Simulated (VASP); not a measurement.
Here is a VASP 6.6.1 calculation.

The input INCAR:

```
PREC = Accurate
ENCUT = 600
EDIFF = 1E-7
ISMEAR = 0
SIGMA = 0.03
LREAL = False
LASPH = True
NELM = 150
ALGO = Normal
ISIF = 3
LWAVE = False
LCHARG = False
ISPIN = 2
MAGMOM = 3 0
LORBIT = 11
LMAXMIX = 4
LDAU = True
LDAUTYPE = 2
LDAUL = 2 -1
LDAUU = 3.32 0
LDAUJ = 0 0
LDAUPRINT = 1
GGA = PE
IBRION = 2
NSW = 90
EDIFFG = -0.005
AMIX = 0.2
BMIX = 1E-4
AMIX_MAG = 0.8
BMIX_MAG = 1E-4
```

KPOINTS

```
Automatic mesh
0
Gamma
  12 12 12
```

The input POSCAR:

```
CoO                                     
1.0
   -0.0000000000      2.1218731822      2.1218731822
    2.1218731822     -0.0000000000      2.1218731822
    2.1218731822      2.1218731822      0.0000000000
  Co              O             
     1     1
Direct
     0.0000000000000000    0.0000000000000000    0.0000000000000000
     0.5000000000000000    0.5000000000000000    0.5000000000000000
```

Potentials or basis: VASP PAW PBE potentials, release 64 (Co, O).

Run with:

```sh
$ cat potpaw_PBE.64/Co/POTCAR potpaw_PBE.64/O/POTCAR > POTCAR
$ mpirun -np 1 vasp_std > vasp.out
```

Problem. What does it give for the site moments?

Solution. Co +2.73; O +0.26 μB.

Problem. Estimate the band gap on the k mesh.

Solution. None (metal or under the smearing width).

Problem. Estimate the net moment.

Solution. 3.00 μB per cell.

Final structure:
```xyz
2
Lattice="0.0000 2.1219 2.1219 2.1219 0.0000 2.1219 2.1219 2.1219 0.0000" Properties=species:S:1:pos:R:3 pbc="T T T"
Co    0.0000    0.0000    0.0000
O     2.1219    2.1219    2.1219
```

Caveat: the relaxation stopped at its first step, so nothing moved; a cell with one magnetic atom can't hold antiferromagnetic order, which such compounds often take. The state reached can hang on the start; a lower one may exist.
